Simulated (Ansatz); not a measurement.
# Stack of Hf2C(OH)2 MXene under honeycomb MgO, shifted by two thirds of the diagonal in a perpendicular field, part 2 of 3

Wanted: the out-of-plane response of the stack of Hf2C(OH)2 MXene under honeycomb MgO, shifted by two thirds of the diagonal. A positive field points along +c.

Ansatz 0.2.0; plane-wave DFT, PBEsol-D3(BJ), Ansatz PAW.

So far. Step 2 (Relaxing the slab): The lattice constant a goes from 3.294 to 3.243 Å.

### 3. Atoms held, field 0

A sawtooth potential applies the field, turning back in the middle of the vacuum. With the dipole correction the typed value is the field outside the slab. The induced dipole is small, so the SCF threshold is tight.

The cell differs from the one that the last finished run ended in (c 50.013 → 26.970 Å).

The input, input.yaml:

```yaml
crystal:
  lattice:
    - [3.2428248145, 0.0, 0.0]
    - [-1.6214124072, 2.8083686694, 0.0]
    - [0.0, 0.0, 26.9703248567]
  atoms:
    - { symbol: H, position: [0.3333333333, 0.6666666667, 0.3337000962] }
    - { symbol: O, position: [0.3333333333, 0.6666666667, 0.3699788964] }
    - { symbol: Hf, position: [0.6666666667, 0.3333333333, 0.4190378699] }
    - { symbol: C, position: [0.0, 0.0, 0.4638877468] }
    - { symbol: Hf, position: [0.3333333333, 0.6666666667, 0.508908629] }
    - { symbol: O, position: [0.6666666667, 0.3333333333, 0.5567060992] }
    - { symbol: H, position: [0.6666666667, 0.3333333333, 0.5931575897] }
    - { symbol: O, position: [0.3333333333, 0.6666666667, 0.658230524] }
    - { symbol: Mg, position: [0.0, 0.0, 0.6662999038] }
kpoints:
  mp_grid: { grid: [18, 18, 1] }
  band_path:
    path: [[0, 0, 0], [0.5, 0, 0], [0.33333333, 0.33333333, 0], [0, 0, 0]]
    npoints: 16
hamiltonian:
  xc: pbesol
  dispersion: d3bj
scf:
  occupations: { method: fermi_dirac, width: 0.05 }
  convergence: { dr2_threshold: 1.0e-10 }
efield:
  axis: 3
  dipole_correction: true
  ramp_position: 0.97
  ramp_width: 0.06
  amplitude: 0
output:
  dos: { projected: true, e_range: [-6, 5] }
  bader: true
  write_potential: true
  write_density: true
  volumetric_format: npy
  elf: true
```

Command:

```console
> ansatz run input.yaml --threads 2 --pin off --max-ram 3072MiB --backend cpu --events-out ev --progress --plain --runs-dir out
```

Numbers of over 12 decimals in the logs are rounded to 6 here.

The program printed:

```text
[...]
Crystal: 9 atoms, lattice volume = 245.620 Å³
Basis set: ecut = 420 eV, 4879 PW (Γ)
Bands: 52, of which v1, the nominal top of the filled ones, is band 43 counted from 1 (42 counted from 0)
Symmetry: 6 space group operations
[...]
k-points: 37 of 324 (time reversal used)
[...]
SCF iter   1: F=—  HF=-35077.117534 eV  |F-HF|=—  |Δ(HF+E_count)|=         —  Δρ=9.03e-3  dr2=1.51e0  ethr=1.77e-3  p=-0.049 e·Å  D=-3.59e-2 V/Å  ΔV_dip=0.97 eV  dr2_dipole=8.53e-1  V_vac-E_F(+/−)=2.46/1.49 eV  ⟨swp⟩=6.6  Hψ=7672  notcnv=0  defer=8
efield: sawtooth ramp at fractional position 0.9700 (set: `efield.ramp_position`, or a place that a band, a saddle search or an elastic batch's reference lends), width 0.0600; the density the first Hamiltonian is built on has a dipole p = -0.049 e·Å; the dipole correction subtracts the counter field D = -3.59e-2 V/Å, which shifts the + side's vacuum level by +0.97 eV against the − side's; the planar-averaged density in the ramp window peaks in size at 2.1e-5 e/Å³
[...]
SCF iter   2: F=—  HF=-35077.234509 eV  |F-HF|=—  |Δ(HF+E_count)|=   1.17e-1  Δρ=1.67e-2  dr2=2.73e0  ethr=1.75e-3  p=-0.003 e·Å  D=-1.91e-3 V/Å  ΔV_dip=0.05 eV  dr2_dipole=8.97e-1  V_vac-E_F(+/−)=2.03/1.98 eV  ⟨swp⟩=3.7  Hψ=3823  notcnv=0  defer=87
[...]
SCF iter  16: F=-35076.993200 eV  HF=-35076.993200 eV  |F-HF|=3.64e-11  |Δ(HF+E_count)|=  4.37e-11  Δρ=4.43e-8  dr2=3.30e-11  ethr=1.00e-12  p=-0.008 e·Å  D=-5.74e-3 V/Å  ΔV_dip=0.15 eV  dr2_dipole=1.12e-11  V_vac-E_F(+/−)=2.56/2.41 eV  ⟨swp⟩=15.2  Hψ=6220  notcnv=0
SCF 1 converged in 16 iterations: F = -35076.993200 eV  dr2 = 3.30e-11
[...]
NSCF: frozen V_eff on 49 k-points
efield: sawtooth ramp at fractional position 0.9700 (kept from the solve that this one continues, or follows in the run), width 0.0600; the density the first Hamiltonian is built on has a dipole p = -0.008 e·Å; the dipole correction subtracts the counter field D = -5.74e-3 V/Å, which shifts the + side's vacuum level by +0.15 eV against the − side's; the planar-averaged density in the ramp window peaks in size at 5.3e-6 e/Å³
[...]
SCF converged after 16 iterations
Free energy (F): -35076.993200 eV
[...]
Internal energy: -35076.980306 eV  (E = F + TS)
E sigma→0 (E₀):  -35076.986753 eV
Entropy (-TS):   -0.012894 eV (-1.433 meV/atom)
Fermi energy:    4.068089 eV
Dipole field:    D = -0.005744 V/Å  (p = -0.007797 e·Å, saw-weighted, corrected)
Work function:   Φ+ = 2.5628 eV   Φ− = 2.4079 eV
Levels:          The Fermi level and band energies are counted from a zero that moves with the ramp; work functions are not
[...]
--- Band table (eV; the first three rows and the last of 37) ---
  k-point 0: bands = [... 39 lower, -0.0722, 1.3564, 1.3564, 3.4837, 3.8637, 4.6074, 4.6074, 4.6214, ... 5 higher]
  k-point 1: bands = [... 39 lower, -0.0799, 1.1878, 1.3206, 3.5817, 3.9140, 4.4357, 4.6928, 4.6988, ... 5 higher]
  k-point 2: bands = [... 39 lower, -0.1020, 0.7796, 1.2330, 3.8388, 4.0468, 4.0636, 4.9014, 4.9369, ... 5 higher]
  k-point 36: bands = [... 39 lower, -0.3632, 0.1954, 0.5405, 5.1955, 5.5614, 5.6207, 7.5882, 7.5988, ... 5 higher]
--- Bader charges: 9 sites ---
  site symbol  charge [e]  shift [e]
     0      H      0.5071     0.0018
     1      O     -1.3402     0.0013
     2     Hf      1.9164     0.0021
     3      C     -2.1637     0.0031
     4     Hf      1.9452     0.0022
     5      O     -1.3366     0.0013
     6      H      0.5614     0.0019
     7      O     -1.7460     0.0065
     8     Mg      1.6564     0.0065
  estimated error of the sums over rays = 7.9e-4 e
```

The job ended after 80 s (2 threads of Intel Xeon Platinum 8488C (Sapphire Rapids), shared host; peak memory 0.88 GiB).

In the SCF lines HF is the Harris–Foulkes energy and dr2 the Hartree energy of the density residual, in eV; the loop may stop once dr2 is under the threshold and the program's other checks hold. Hψ counts applications of the Hamiltonian.

This step gave:

```
energy at zero smearing        : -35076.9868 eV
work function, upper face      : 2.563 eV
work function, lower face      : 2.408 eV
dipole along the normal        : -0.007797 e·Å
step between the vacuum levels : 0.1549 eV
```

Running mean over a fixed 2.7 Å (it still follows the layers) of the planar mean; the ramp of the sawtooth is left out. The electron's electrostatic potential energy less the Fermi level by z:

| z (Å) | electron's electrostatic potential energy less the Fermi level (eV) |
| --- | --- |
| 3.5 | 2.40 |
| 4.0 | 2.40 |
| 4.5 | 2.39 |
| 5.0 | 2.37 |
| 5.5 | 2.34 |
| 6.0 | 2.28 |
| 6.5 | 2.16 |
| 7.0 | 1.95 |
| 7.5 | 1.52 |
| 8.0 | 0.853 |
| 8.5 | -0.148 |
| 9.0 | -1.78 |
| 9.5 | -3.71 |
| 10.0 | -6.30 |
| 10.5 | -8.43 |
| 11.0 | -9.85 |
| 11.5 | -10.5 |
| 12.0 | -10.9 |
| 12.5 | -11.2 |
| 13.0 | -10.9 |
| 13.5 | -10.6 |
| 14.0 | -9.91 |
| 14.5 | -8.45 |
| 15.0 | -6.29 |
| 15.5 | -3.67 |
| 16.0 | -2.27 |
| 16.5 | -3.26 |
| 17.0 | -5.39 |
| 17.5 | -5.93 |
| 18.0 | -5.96 |
| 18.5 | -5.66 |
| 19.0 | -3.72 |
| 19.5 | -0.321 |
| 20.0 | 1.48 |
| 20.5 | 2.08 |
| 21.0 | 2.34 |
| 21.5 | 2.46 |
| 22.0 | 2.51 |
| 22.5 | 2.54 |
| 23.0 | 2.55 |
| 23.5 | 2.56 |

The density of states has structure finer than the step of the table below, so its rows give means over 0.2 eV, whole bins alone (the curve runs from -6 to 1.99 eV). Peaks (eV: height): -5.94: 22.2, -5.86: 11.9, -5.75: 11.5, -4.65: 11.3, -4.59: 19.8, -4.29: 12.4, -3.55: 11.6.

Density of states against energy, zero at the Fermi level; means over each step:

| energy (eV) | density of states (states/eV a cell) |
| --- | --- |
| -5.8 | 8.74 |
| -5.6 | 1.04 |
| -5.4 | 0.814 |
| -5.2 | 1.05 |
| -5.0 | 1.58 |
| -4.8 | 2.36 |
| -4.6 | 11.1 |
| -4.4 | 5.42 |
| -4.2 | 7.26 |
| -4.0 | 6.29 |
| -3.8 | 3.55 |
| -3.6 | 5.19 |
| -3.4 | 1.56 |
| -3.2 | 2.05 |
| -3.0 | 2.24 |
| -2.8 | 0.706 |
| -2.6 | 0.00628 |
| -2.4 | 0 |
| -2.2 | 0.232 |
| -2.0 | 0.541 |
| -1.8 | 0.581 |
| -1.6 | 0.645 |
| -1.4 | 0.705 |
| -1.2 | 0.753 |
| -1.0 | 0.816 |
| -0.8 | 0.888 |
| -0.6 | 1.08 |
| -0.4 | 1.59 |
| -0.2 | 1.32 |
| 0.0 | 1.30 |
| 0.2 | 1.45 |
| 0.4 | 1.95 |
| 0.6 | 2.43 |
| 0.8 | 2.17 |
| 1.0 | 1.88 |
| 1.2 | 1.84 |
| 1.4 | 2.01 |
| 1.6 | 2.14 |
| 1.8 | 2.39 |

Projected DOS per atom over height of the atomic layer and energy from the Fermi level. Layers: H O Hf C Hf O H MgO from below.

Values in states/eV, 22 rows by 8 columns, each cell a mean:
```
0.15 0.09 0.47 0.06 0.49 0.09 0.11 0.16
0.15 0.10 0.51 0.07 0.45 0.06 0.04 0.14
0.15 0.09 0.50 0.05 0.42 0.04 0.02 0.13
0.16 0.11 0.75 0.06 0.65 0.05 0.02 0.12
0.17 0.09 0.49 0.05 0.44 0.04 0.01 0.13
0.17 0.08 0.28 0.05 0.25 0.03 0.01 0.10
0.04 0.05 0.47 0.11 0.45 0.05 0.02 0.11
0.01 0.03 0.37 0.08 0.36 0.04 0.01 0.01
0.01 0.03 0.32 0.07 0.31 0.03 0.01 0.00
0.01 0.02 0.28 0.06 0.28 0.03 0.00 0.00
0.00 0.02 0.24 0.04 0.24 0.02 0.00 0.00
0.00 0.01 0.12 0.01 0.12 0.01 0.00 0.00
0.00 0.01 0.01 0.02 0.01 0.01 0.00 0.00
0.00 0.10 0.26 0.76 0.25 0.11 0.00 0.00
0.00 0.08 0.38 0.94 0.38 0.09 0.00 0.00
0.00 0.12 0.97 2.49 0.90 0.16 0.01 0.04
0.01 0.13 0.59 1.25 0.56 0.22 0.01 1.57
0.01 0.17 0.44 1.04 0.46 0.23 0.02 2.30
0.01 0.38 0.49 1.43 0.50 0.42 0.04 1.21
0.00 0.02 0.02 0.03 0.02 0.03 0.01 0.59
0.00 0.01 0.00 0.00 0.01 0.03 0.00 0.40
0.00 2.57 0.39 0.18 0.55 3.36 0.01 1.11
```
Columns: height of the atomic layer (Å) from 9 to 17.9 (not evenly spaced); rows upwards: energy from the Fermi level (eV) from -5.96 to 1.96.

Electronic bands along the path, in eV, zero at the Fermi level:

| point | band 40 | band 41 | band 42 | band 43 | band 44 | band 45 | band 46 | band 47 |
| --- | --- | --- | --- | --- | --- | --- | --- | --- |
| Γ | -4.14 | -2.71 | -2.71 | -0.58 | -0.20 | 0.54 | 0.54 | 0.55 |
| halfway | -4.26 | -4.05 | -3.02 | -1.18 | 0.73 | 0.85 | 1.64 | 2.00 |
| M | -4.01 | -3.53 | -2.93 | -2.27 | 2.52 | 3.11 | 3.30 | 3.60 |
| halfway | -3.95 | -3.94 | -3.53 | -0.85 | 2.39 | 2.88 | 3.00 | 3.59 |
| K | -4.43 | -3.87 | -3.53 | 1.13 | 1.49 | 1.55 | 3.52 | 3.53 |
| halfway | -4.30 | -3.91 | -3.56 | -0.34 | 0.25 | 1.20 | 1.28 | 2.51 |
| Γ | -4.14 | -2.71 | -2.71 | -0.58 | -0.20 | 0.54 | 0.54 | 0.55 |

Electrostatic potential energy in the ca plane at fractional y = 0.667, with atoms of H and O and Hf within 0.2 Å of it. With pseudopotentials it is smooth inside the atoms' cores, unlike the true potential.

Ten even steps from '0' (-36 eV) to '9' (7 eV), each cell a mean:
```
99999999999999999999999987656789988899999999
99999999999999999999999987656789988899999999
99999999999999999999999998767888766789999999
99999999999999999999887558888997411268999999
99999999999999999998421004899986100037999997
99999999999999999998311004899985000037999996
99999999999999999999876347889997300258999999
99999999999999999999999998777898755689999999
```
Columns run along c (16.0 Å, from fractional 0.06 to 0.65 of the cell; values clipped at the 3rd and 97th percentile), rows up along a (3.2 Å). Atoms in or near the plane, at fractional coordinates: H at (0.33, 0.33), O at (0.37, 0.33), Hf at (0.51, 0.33).

Valence density in the ca plane at fractional y = 0.667, with atoms of H and O and Hf within 0.2 Å of it. It is the smooth field of the valence electrons, not physical close to the nuclei.

Ten steps, logarithmic in the rise over the least value, from '0' (0 e/Å³) to '9' (26 e/Å³), each cell a mean:
```
00000000000000000000000001232222111111110000
00000000000000000000000001232222111111110000
00000000000000000000001111122122222211100001
00000000000000000000013442111112467521000002
00000000000000000000235664111113699841000013
00000000000000000000245664211113699841000013
00000000000000000000123443111112477631000012
00000000000000000000001121111111233211100001
```
Columns run along c (16.0 Å, from fractional 0.06 to 0.65 of the cell), rows up along a (3.2 Å). Atoms in or near the plane, at fractional coordinates: H at (0.33, 0.33), O at (0.37, 0.33), Hf at (0.51, 0.33).

ELF in the ca plane at fractional y = 0.667, with atoms of H and O and Hf within 0.2 Å of it. It is the smooth field of the valence electrons, not physical close to the nuclei.

Ten even steps from '0' (0.00) to '9' (0.96), each cell a mean:
```
00001233320000001101222566411256410001000001
00001234320000000001322576421366420000000000
00001233310000124421112453221134310134433211
00001233210024667873113322576311100268887531
00001233210148996685113215888620000478578631
00001233210159996575123215888720000478568632
00001233210025777873113323687410000368887531
00001233310001235631112442232123200135554321
```
Columns run along c (16.0 Å, from fractional 0.14 to 0.74 of the cell), rows up along a (3.2 Å). Atoms in or near the plane, at fractional coordinates: H at (0.33, 0.33), O at (0.37, 0.33), Hf at (0.51, 0.33), O at (0.66, 0.33).

The work function of the upper face is 2.56 eV.

### 4. Atoms held, field 0.03 V/Å

Edit input.yaml of step 3 so:

```diff
@@ -31,6 +31,4 @@
   ramp_width: 0.06
-  amplitude: 0
+  amplitude: 0.03
 output:
-  dos: { projected: true, e_range: [-6, 5] }
-  bader: true
   write_potential: true
@@ -38,2 +36 @@
   volumetric_format: npy
-  elf: true
```

The program printed:

```text
[...]
Crystal: 9 atoms, lattice volume = 245.620 Å³
Basis set: ecut = 420 eV, 4879 PW (Γ)
Bands: 52, of which v1, the nominal top of the filled ones, is band 43 counted from 1 (42 counted from 0)
Symmetry: 6 space group operations
[...]
k-points: 37 of 324 (time reversal used)
[...]
k-point 0: bands = [... 39 lower, -0.0785, 1.3562, 1.3562, 3.4858, 3.8576, 4.6070, 4.6070, 4.6214, ... 5 higher]
  k-point 1: bands = [... 39 lower, -0.0862, 1.1875, 1.3203, 3.5841, 3.9080, 4.4353, 4.6924, 4.6987, ... 5 higher]
  k-point 2: bands = [... 39 lower, -0.1083, 0.7792, 1.2327, 3.8418, 4.0429, 4.0614, 4.9012, 4.9365, ... 5 higher]
  k-point 36: bands = [... 39 lower, -0.3632, 0.1896, 0.5401, 5.1954, 5.5615, 5.6201, 7.5878, 7.5991, ... 5 higher]
[key lines of the parts left out:]
SCF converged after 25 iterations
Free energy (F): -35076.993303 eV
Fermi energy:    4.067210 eV
Dipole field:    D = 0.010777 V/Å  (p = 0.014628 e·Å, saw-weighted, corrected)
```

It took 55 s on 2 threads; peak memory 0.85 GiB; 1.8 min of CPU time.

The dipole is 0.0146 e·Å, 0.0224 e·Å from its value without field.

### 5. Single point, field -0.03 V/Å

Edit input.yaml of step 4 so:

```diff
@@ -31,3 +31,3 @@
   ramp_width: 0.06
-  amplitude: 0.03
+  amplitude: -0.03
 output:
```

The program printed:

```text
[...]
Crystal: 9 atoms, lattice volume = 245.620 Å³
Basis set: ecut = 420 eV, 4879 PW (Γ)
Bands: 52, of which v1, the nominal top of the filled ones, is band 43 counted from 1 (42 counted from 0)
Symmetry: 6 space group operations
[...]
k-points: 37 of 324 (time reversal used)
[...]
k-point 0: bands = [... 39 lower, -0.0665, 1.3560, 1.3560, 3.4811, 3.8692, 4.6072, 4.6072, 4.6207, ... 5 higher]
  k-point 1: bands = [... 39 lower, -0.0742, 1.1874, 1.3202, 3.5789, 3.9195, 4.4354, 4.6926, 4.6983, ... 5 higher]
  k-point 2: bands = [... 39 lower, -0.0963, 0.7793, 1.2327, 3.8353, 4.0492, 4.0661, 4.9010, 4.9366, ... 5 higher]
  k-point 36: bands = [... 39 lower, -0.3638, 0.2006, 0.5403, 5.1950, 5.5607, 5.6206, 7.5879, 7.5979, ... 5 higher]
[key lines of the parts left out:]
SCF converged after 23 iterations
Free energy (F): -35076.993770 eV
Fermi energy:    4.068399 eV
Dipole field:    D = -0.022270 V/Å  (p = -0.030229 e·Å, saw-weighted, corrected)
```

Run time: 55 s. Hardware: 2 threads; peak memory 0.82 GiB.

The dipole is -0.0302 e·Å, -0.0224 e·Å from its value without field.

### 6. Single point, field 0.15 V/Å

Edit input.yaml of step 5 so:

```diff
@@ -31,3 +31,3 @@
   ramp_width: 0.06
-  amplitude: -0.03
+  amplitude: 0.15
 output:
```

The program printed:

```text
[...]
Crystal: 9 atoms, lattice volume = 245.620 Å³
Basis set: ecut = 420 eV, 4879 PW (Γ)
Bands: 52, of which v1, the nominal top of the filled ones, is band 43 counted from 1 (42 counted from 0)
Symmetry: 6 space group operations
[...]
k-points: 37 of 324 (time reversal used)
[...]
k-point 0: bands = [... 39 lower, -0.1095, 1.3488, 1.3488, 3.4891, 3.8275, 4.5990, 4.5990, 4.6148, ... 5 higher]
  k-point 1: bands = [... 39 lower, -0.1172, 1.1801, 1.3129, 3.5884, 3.8780, 4.4275, 4.6845, 4.6916, ... 5 higher]
  k-point 2: bands = [... 39 lower, -0.1393, 0.7714, 1.2251, 3.8485, 4.0169, 4.0508, 4.8935, 4.9286, ... 5 higher]
  k-point 36: bands = [... 39 lower, -0.3698, 0.1609, 0.5320, 5.1884, 5.5552, 5.6116, 7.5797, 7.5937, ... 5 higher]
[key lines of the parts left out:]
SCF converged after 24 iterations
Free energy (F): -35077.000438 eV
Fermi energy:    4.057744 eV
Dipole field:    D = 0.076867 V/Å  (p = 0.104338 e·Å, saw-weighted, corrected)
```

It took 54 s on 2 threads; peak memory 0.85 GiB; 1.8 min of CPU time.

The dipole is 0.104 e·Å, 0.112 e·Å from its value without field.

### 7. Atoms held, field 0.25 V/Å

Edit input.yaml of step 6 so:

```diff
@@ -31,3 +31,3 @@
   ramp_width: 0.06
-  amplitude: 0.15
+  amplitude: 0.25
 output:
```

The program printed:

```text
[...]
Crystal: 9 atoms, lattice volume = 245.620 Å³
Basis set: ecut = 420 eV, 4879 PW (Γ)
Bands: 52, of which v1, the nominal top of the filled ones, is band 43 counted from 1 (42 counted from 0)
Symmetry: 6 space group operations
[...]
k-points: 37 of 324 (time reversal used)
[...]
k-point 0: bands = [... 39 lower, -0.1428, 1.3337, 1.3337, 3.4847, 3.7941, 4.5835, 4.5835, 4.6001, ... 5 higher]
  k-point 1: bands = [... 39 lower, -0.1505, 1.1649, 1.2977, 3.5848, 3.8447, 4.4121, 4.6690, 4.6765, ... 5 higher]
  k-point 2: bands = [... 39 lower, -0.1726, 0.7560, 1.2098, 3.8468, 3.9853, 4.0348, 4.8776, 4.9132, ... 5 higher]
  k-point 36: bands = [... 39 lower, -0.3843, 0.1297, 0.5165, 5.1735, 5.5409, 5.5956, 7.5638, 7.5800, ... 5 higher]
[key lines of the parts left out:]
SCF converged after 22 iterations
Free energy (F): -35077.014627 eV
Fermi energy:    4.041380 eV
Dipole field:    D = 0.132272 V/Å  (p = 0.179543 e·Å, saw-weighted, corrected)
```

The job ended after 53 s (2 threads; peak memory 0.85 GiB).

The dipole is 0.180 e·Å, 0.187 e·Å from its value without field.

### 8. Single point, field -0.25 V/Å

Edit input.yaml of step 7 so:

```diff
@@ -31,4 +31,6 @@
   ramp_width: 0.06
-  amplitude: 0.25
+  amplitude: -0.25
 output:
+  dos: { projected: true, e_range: [-6, 5] }
+  bader: true
   write_potential: true
@@ -36 +38,2 @@
   volumetric_format: npy
+  elf: true
```

The program printed:

```text
[...]
Crystal: 9 atoms, lattice volume = 245.620 Å³
Basis set: ecut = 420 eV, 4879 PW (Γ)
Bands: 52, of which v1, the nominal top of the filled ones, is band 43 counted from 1 (42 counted from 0)
Symmetry: 6 space group operations
[...]
k-points: 37 of 324 (time reversal used)
[...]
--- Bader charges: 9 sites ---
  site symbol  charge [e]  shift [e]
     0      H      0.5198     0.0017
     1      O     -1.3368     0.0012
     2     Hf      1.9127     0.0021
     3      C     -2.1636     0.0031
     4     Hf      1.9461     0.0022
     5      O     -1.3369     0.0013
     6      H      0.5622     0.0019
     7      O     -1.7565     0.0065
     8     Mg      1.6530     0.0065
  estimated error of the sums over rays = 7.5e-4 e
[key lines of the parts left out:]
SCF converged after 26 iterations
Free energy (F): -35077.018599 eV
Fermi energy:    4.053949 eV
Dipole field:    D = -0.144376 V/Å  (p = -0.195974 e·Å, saw-weighted, corrected)
```

The job ended after 1.8 min (2 threads; peak memory 0.85 GiB; 3.6 min of CPU time).

The dipole is -0.196 e·Å, -0.188 e·Å from its value without field.

(Part 2 of 3 ends here.)

[Logs are printed without paths, hosts, clocks, repeated set-up lines and the standing remarks that a program may print on its own settings, such as how far it seeks lower states.]

[Hosts, paths, dates, database ids (printed as entryN), source tags and the programs' standing remarks are cut or masked in the printed files.]

[Maps of the electrostatic potential energy from Ansatz leave out the sawtooth potential of an applied field or a dipole correction, so their vacuum need not be flat; planar profiles and work functions include it.]

[The density of states shown here was stored with 400 of the rows of the run's finer table, so its peaks can read low, often by over a quarter, or be missed, and its means over a window can be off by a tenth or more.]
